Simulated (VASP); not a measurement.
Runs of VASP 6.6.1 on Sc. The cell holds a slab with vacuum, 5 atoms: a = 3.211 Å, b = 3.211 Å, c = 24.082 Å, α = 90.00°, β = 90.00°, γ = 90.00°. 

```tsv
task	level	potentials or basis	cell	smearing	dipole correction	atoms held fixed (from 0)	gap on the mesh (eV)	largest force (eV/Å)
relaxation of the atoms	PBE+TS	VASP PAW PBE potentials, release 64 (Sc_sv)	atoms relaxed from: the (1 0 0) slab of Sc, cut from the database cell, not relaxed	gaussian 0.05 eV	yes	[0, 1]	none	-
single point	PBE	VASP PAW PBE potentials, release 64 (Sc_sv)	the (1 0 0) slab of Sc, cut from the database cell, not relaxed	fermi-dirac 0.05 eV	yes	-	none	0.46
relaxation of the atoms	PBE	VASP PAW PBE potentials, release 64 (Sc_sv)	atoms relaxed from: the (1 0 0) slab of Sc, cut from the database cell, not relaxed	gaussian 0.05 eV	yes	[0, 1]	none	-
work function	LDA	VASP PAW LDA potentials, release 64 (Sc_sv)	the (1 0 0) slab of Sc, cut from the database cell, not relaxed	gaussian 0.05 eV	-	-	none	0.62
work function	PBE	VASP PAW PBE potentials, release 64 (Sc_sv)	the (1 0 0) slab of Sc, cut from the database cell, not relaxed	gaussian 0.05 eV	yes	-	none	(a)
```

Alike in all rows: no spin polarisation; k mesh 8 × 8 × 1; cutoff (eV) 520.

Task: Fill in the values left out.

Result: (a) 0.47.

Caveats: atom-pairwise D2, TS and ULG terms overbind metals (some runs).

A gap of «none» marks a metal or a gap under the smearing width.
